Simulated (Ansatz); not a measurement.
## NiO: enthalpy against pressure

NiO, Fm-3m, a = 4.189 Å. Ansatz: r2SCAN, PAW, 500 eV, Γ-centred 12×12×12 mesh on 2 atoms, Gaussian smearing 0.02 eV; collinear spin, largest moment 1.7 μB. Cell and atoms are relaxed at each pressure, and no other structure is tried, so the rows at high pressure may lie past a change of phase. y is the enthalpy over the state at zero pressure; there V0 = 9.186 Å³/atom. The pressures are the targets, met within 0.07 GPa.

```
P (GPa) y (eV/atom)
   -2.0      -0.1152
    0.0       0.0000
    2.0       0.1141
    5.0       0.2835
   10.0       0.5610
   20.0            ?
   40.0       2.1293
```

Fit y = c1 P + c2 P² + c3 P³ to the other rows, say what c1 and c2 mean, and predict the missing value.

Least squares on the rows shown. y = 0.057329 P − 0.00012977 P² + 6.8369×10⁻⁷ P³. Since dH/dP = V, c1 is V0: 0.057329 eV/GPa × 160.2 = 9.184 Å³ against 9.186; c2 = −V0/(2B0) gives B0 = 221 GPa, where a Birch–Murnaghan fit to the volumes of the same runs (not shown) gives 214 GPa. At P = 20.0 the fit asked for gives 1.1001 eV/atom. The run gave 1.1006 eV/atom, so the fit is 0.0005 eV/atom too low, a small miss on the scale of the series.

The state reached may not be the lowest one. The cell holds one magnetic atom, so it can only be ferromagnetic; an antiferromagnetic order may lie lower. The mesh isn't the same in all rows (12×12×12, 16×16×16).